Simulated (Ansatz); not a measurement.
The system is Ag.

```
CELL_PARAMETERS angstrom
-1.65565 1.65565 1.65565
1.65565 -1.65565 1.65565
1.65565 1.65565 -1.65565
ATOMIC_POSITIONS crystal
Ag 0.00000 0.00000 0.00000
```

This isn't the form of Ag at room conditions, which is fcc.

| Item | Value |
| --- | --- |
| Program | Ansatz 0.2.0 |
| Task | single point |
| Functional | PBE |
| Potentials or basis | all-electron LAPW, scalar-relativistic |
| Cutoff | 244 eV (chosen from the basis error) |
| Basis error allowed | 0.001 eV/atom |
| k mesh | 11 × 11 × 11 |
| Occupations | fermi-dirac, width 0.05 eV |
| Spin | no spin polarisation |

On this cell: pressure -0.8 GPa; band gap on the k mesh none (metal or under the smearing width).

The same run follows on a disturbed copy (cell strained at random at fixed volume):

```
CELL_PARAMETERS angstrom
-1.66744 1.70967 1.67800
1.64484 -1.66248 1.60821
1.64974 1.64478 -1.63081
ATOMIC_POSITIONS crystal
Ag 0.00036 0.98336 0.99733
```

**Question.** What changes?

**Answer.** The energy (extrapolated to zero smearing) moves by +2.5 meV/atom; pressure -0.8 GPa; band gap on the k mesh none (metal or under the smearing width).

Stress tensor (GPa, compression positive):
```
-0.81  0.52  0.64
 0.52 -0.54 -1.54
 0.64 -1.54 -0.94
```
